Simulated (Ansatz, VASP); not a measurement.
**PtS2: VASP beside Ansatz**

```
Pt S
1.0
     3.45462    0.00000    0.00000
    -1.72731    2.99179    0.00000
     0.00000    0.00000    4.91283
Pt S
1 2
Direct
  0.00000 0.00000 0.00000
  0.33333 0.66667 0.25000
  0.66667 0.33333 0.75000
```

Change from the starting cell: strain -0.025 along x and y, -0.025 along z, atoms carried along.

Alike in both runs: task single point; functional PBE; k mesh 12 × 12 × 8; occupations gaussian, width 0.05 eV; no spin polarisation.

```csv
,VASP,Ansatz
version,VASP 6.6.1,Ansatz 0.2.0
potentials or method,"VASP PAW PBE potentials, release 64 (Pt, S)","scalar-relativistic, plane waves, PAW"
plane-wave cutoff (eV),520,420
valence electrons in the cell,22,30
```

|  | VASP | Ansatz | Ansatz less VASP |
| --- | --- | --- | --- |
| gap on the k mesh at the Fermi level (eV) | 0.64 | 0.63 | -0.006 |
| least direct gap on the mesh (eV) | 0.86 | 0.85 | -0.013 |
| pressure (GPa) | 14.9 | 15.4 | +0.54 |
| largest component of the traceless stress (GPa) | 5.03 | 5.20 | +0.167 |
| rms of the force components (eV/Å) | 0.308 | 0.332 | +0.0234 |

Atom by atom the forces differ by 0.023 eV/Å (rms over components). The two sets of potentials don't hold the same shells in valence.

Caveats: spin-orbit coupling is left out, which moves the levels of the heavy elements; the cell's inner coordinates are idealised or old, which leaves forces on the atoms. A k mesh can miss the band edges.
